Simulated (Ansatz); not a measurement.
Runs of Ansatz 0.2.0 on ZrB2. It takes space group P6/mmm (No. 191, hexagonal). Conventional cell: a = 3.170 Å, b = 3.170 Å, c = 3.533 Å, α = 90.00°, β = 90.00°, γ = 120.00°. Zr (site symmetry 6/mmm) has 12 B at 2.54 Å as nearest neighbours. Around B (site symmetry -6m2) lie 3 B at 1.83 Å. 

| task | level | potentials or basis | spin | U | cell | k mesh | cutoff (eV) | smearing | hubbard projectors | method | double counting | atoms under strain | other keys | mesh quality | gap on the mesh (eV) | pressure (GPa) |
| --- | --- | --- | --- | --- | --- | --- | --- | --- | --- | --- | --- | --- | --- | --- | --- | --- |
| phonons | r2SCAN+U | Ansatz PAW | SOC, no magnetisation | Zr d U = 6 eV | volume scaled by 0.88 | 7 × 7 × 6 | 500 | fermi-dirac 0.1 eV | atomic | fd | fll (the default) | - | accuracy = high | not flagged | none | - |
| atomic charges | LDA+U | Ansatz PAW | SOC, no magnetisation | Zr d U = 2 eV | volume scaled by 1.15 | 10 × 10 × 8 | 500 | tetrahedron | ortho-atomic (the default) | - | fll (the default) | - | scf.mixing.preconditioner = kerker_dos; basis.ecutwfc = 500 eV | not flagged | none | -31.2 |
| elastic constants | r2SCAN+D4+U | Ansatz PAW earlier set | off | Zr d U = 1 eV | as given | 6 × 6 × 5 | 760 | fermi-dirac 0.15 eV | ortho-atomic (the default) | - | amf | relaxed | - | coarse | none | (a) |
| relaxation of cell and atoms | BPBE+D3(BJ) | PseudoDojo standard (PBE files) | SOC, no magnetisation | - | relaxed | 10 × 10 × 8 | 1034 | fermi-dirac 0.15 eV | - | - | - | - | - | not flagged | - | 0.0 |

Problem. Estimate the missing entries.

Solution. (a) -1.0.

Caveats: some runs use coarse meshes; U without spin polarisation on a metal has little footing (some runs); the PAW data sets come from PBE, with cores solved anew for the run's functional, which leaves a small shift of forces and pressure (some runs); the U is typed as a test and isn't derived for this compound (some runs); with tetrahedron occupations forces and stress needn't match the slope of the energy (some runs); elastic constants of metals need much finer meshes, so these are rough (some runs); pairwise dispersion overbinds metals, which lowers pressure and volume (some runs); the potentials were made for another functional, which shifts forces and pressure (some runs).

A k mesh can miss the band edges, and rows without SOC leave out spin-orbit coupling on Zr.

A gap of «none» marks a metal or a gap under the smearing width.

Runs at the PBE level aren't shown here.
